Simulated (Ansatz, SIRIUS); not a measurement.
Given: the input of a run of Ansatz 0.2.0 on Fe. 

Contents of input.yaml:

```yaml
crystal:
  lattice:
    - [0.0, 1.9417396906, 1.9651051623]
    - [1.4984397099, 0.0, 1.9651051623]
    - [1.4984397099, 1.9417396906, 0.0]
  atoms:
    - { symbol: Fe, position: [0.0, 0.0, 0.0], spin: 3.0 }
kpoints:
  mp_grid: { grid: [13, 13, 13] }
scf:
  occupations: { method: fermi_dirac, width: 0.05 }
hamiltonian:
  xc: pbesol
  pseudopotentials: { kind: all_electron, lapw: { basis_error: 0.001 } }
magnetization:
  spin_polarized: true
output:
  forces: true
  stress: true
  eigenvalues: true
  populations: true
```

Potentials or basis: all-electron LAPW, scalar-relativistic.

Command:

```console
$ ansatz run input.yaml --threads 2 --pin off --max-ram 6144MiB --backend cpu --events-out ev --progress --plain --runs-dir out
```

**Question.** What does the same run look like in SIRIUS 7.10.0? Potentials or basis there: PseudoDojo 0.4.1 PBEsol standard (scalar relativistic), cutoff 1228 eV.

**Answer.** As run (cutoffs and basis follow the program's own potentials, and thresholds, step limits or extra output files can differ):

Contents of sirius.json:

```json
{
  "control": {
    "processing_unit": "cpu",
    "verbosity": 2,
    "num_bands_to_print": 15,
    "print_forces": true,
    "print_stress": true
  },
  "parameters": {
    "electronic_structure_method": "pseudopotential",
    "xc_functionals": ["XC_GGA_X_PBE_SOL", "XC_GGA_C_PBE_SOL"],
    "gk_cutoff": 9.5,
    "pw_cutoff": 19.0,
    "ngridk": [13, 13, 13],
    "shiftk": [0, 0, 0],
    "smearing": "fermi_dirac",
    "smearing_width": 0.0018374661,
    "num_bands": 15,
    "num_mag_dims": 1,
    "num_dft_iter": 100,
    "energy_tol": 1e-08,
    "density_tol": 1e-06
  },
  "iterative_solver": {
    "type": "davidson",
    "min_tolerance": 1e-09,
    "tolerance_scale": [0.1, 0.25]
  },
  "mixer": {
    "type": "anderson",
    "beta": 0.5,
    "max_history": 8
  },
  "settings": {
    "tol_ne": 1e-10,
    "pseudo_grid_cutoff": 6.5,
    "smooth_initial_mag": true
  },
  "unit_cell": {
    "lattice_vectors": [
      [0.0, 0.702865253019, 0.711323018114],
      [0.542400822794, 0.0, 0.711323018114],
      [0.542400822794, 0.702865253019, 0.0]
    ],
    "lattice_vectors_scale": 5.2205685297,
    "atom_coordinate_units": "lattice",
    "atom_types": ["Fe"],
    "atom_files": {
      "Fe": "Fe.json"
    },
    "atoms": {
      "Fe": [
        [0.0, 0.0, 0.0, 0.0, 0.0, 3.0]
      ]
    }
  }
}
```

Potentials or basis: PseudoDojo 0.4.1 PBEsol standard (scalar relativistic).

Launch:

```console
$ upf_to_json Fe.upf
$ OMP_NUM_THREADS=1 sirius.scf --input=sirius.json --output=out.json --task=0
```

Both were run:

|  | Ansatz | SIRIUS |
| --- | --- | --- |
| Pressure | -10.5 GPa | -8.8 GPa |
| Net moment | 2.17 μB per cell | 2.27 μB per cell |
| Absolute moment | 2.27 μB per cell | 2.38 μB per cell |

Where Ansatz's input types no cutoff or centring, it takes its own default and a Γ-centred mesh.

The magnetic state is the one that the start led to; the real crystal's order can differ.

The cell lies far from this level's equilibrium.

Pressure is positive in compression.
